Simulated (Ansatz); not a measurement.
Runs of Ansatz 0.2.0 on InSe. It takes space group R3m (No. 160, trigonal). The conventional cell has a = 4.000 Å, b = 4.000 Å, c = 25.320 Å, α = 90.00°, β = 90.00°, γ = 120.00°. In (site symmetry 3m) is surrounded by 3 Se at 2.63 Å and 1 In at 2.82 Å. Around In (site symmetry 3m) lie 3 Se at 2.64 Å and 1 In at 2.82 Å. Se (site symmetry 3m) has 3 In at 2.63 Å as nearest neighbours. Around Se (site symmetry 3m) lie 3 In at 2.64 Å. 

| task | level | potentials or basis | spin | cell | k mesh | cutoff (eV) | smearing | basis error allowed | gap on the mesh (eV) | pressure (GPa) | moment (μB) | largest force (eV/Å) |
| --- | --- | --- | --- | --- | --- | --- | --- | --- | --- | --- | --- | --- |
| single point | PBE | all-electron LAPW, scalar-relativistic | off | atoms moved at random, drawn with an rms of 0.05 Å | 8 × 8 × 8 | 290 | fermi-dirac 0.05 eV | 0.001 eV/atom | 0.54 | 2.5 | - | 0.51 |
| projected density of states | PBE+D4 | all-electron LAPW, scalar-relativistic | collinear, antiferromagnetic start | as given | 8 × 8 × 8 | 251 | fermi-dirac 0.15 eV | 0.002 eV/atom | 0.45 | (a) | 0.00 | 0.37 |
| single point | PBE | all-electron LAPW, scalar-relativistic | off | as given | 8 × 8 × 8 | 273 | fermi-dirac 0.05 eV | 0.001 eV/atom | 0.45 | 2.8 | - | 0.37 |
| projected density of states | PBE+D3(BJ)+ATM | all-electron LAPW, relativistic spinors | non-collinear, ferromagnetic start, SOC | as given | 6 × 6 × 6 | 273 | gaussian 0.1 eV | 0.001 eV/atom | 0.42 | 1.1 | 0.00 | 0.37 |

Task: Fill in the values left out.

Result: (a) 0.9.

Caveats: spin-orbit coupling is left out, which moves the levels of the heavy elements (some runs); the starting moments weren't kept (some runs).

A k mesh can miss the band edges, and rows without SOC leave out spin-orbit coupling on In, Se.
